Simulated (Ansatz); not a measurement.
CuO (Tenorite):

```xyz
4
Lattice="2.3418 -1.7113 0.0000 2.3418 1.7113 0.0000 -0.8500 0.0000 5.0579" Properties=species:S:1:pos:R:3 pbc="T T T"
Cu    0.7459   -0.8557    2.5289
Cu    1.1709    0.8557    0.0000
O     1.7043    0.2793    3.7934
O     2.1293   -0.2793    1.2645
```

```yaml
Program: Ansatz 0.2.0
Task: relaxation of cell and atoms
Functional: LDA
Potentials_or_basis: all-electron LAPW, scalar-relativistic
Basis_error_allowed: 0.002 eV/atom
k_mesh: 10 × 10 × 5
Occupations: fermi-dirac, width 0.05 eV
Spin: no spin polarisation
```

At the start: volume 10.13 Å³/atom.

Q: How do energy, volume and symmetry change on relaxing?

A: Over 10 steps the energy falls by 49.6 meV/atom and the volume is 10.28 Å³/atom (+1.4 %); space group P4_2/mmc (No. 131, to 0.05 Å).

Step by step:
```
step  energy change (eV)  largest force (eV/Å)  volume (Å³)
   1              0.0000                0.4644        40.54
   2             -0.0584                0.3536        39.78
   3             -0.1116                0.0409        38.98
   4             -0.1351                0.0340        39.56
   5             -0.1726                0.0222        40.69
   6             -0.1934                0.0795        41.26
   7             -0.1981                0.0001        41.10
   8             -0.1983                0.0062        41.13
   9             -0.1983                0.0029        41.12
  10             -0.1984                0.0030        41.12
```

Final structure:
```
Cu O
1.0
     2.01489   -2.01644    0.15599
     2.01489    2.01644    0.15599
    -0.39444    0.00000    5.02987
Cu O
2 2
Direct
  0.50000 0.00000 0.50000
  0.00000 0.50000 0.00000
  0.49960 0.50040 0.75000
  0.50040 0.49960 0.25000
```

Caveat: the run has no spin polarisation, though such a crystal can be magnetic.
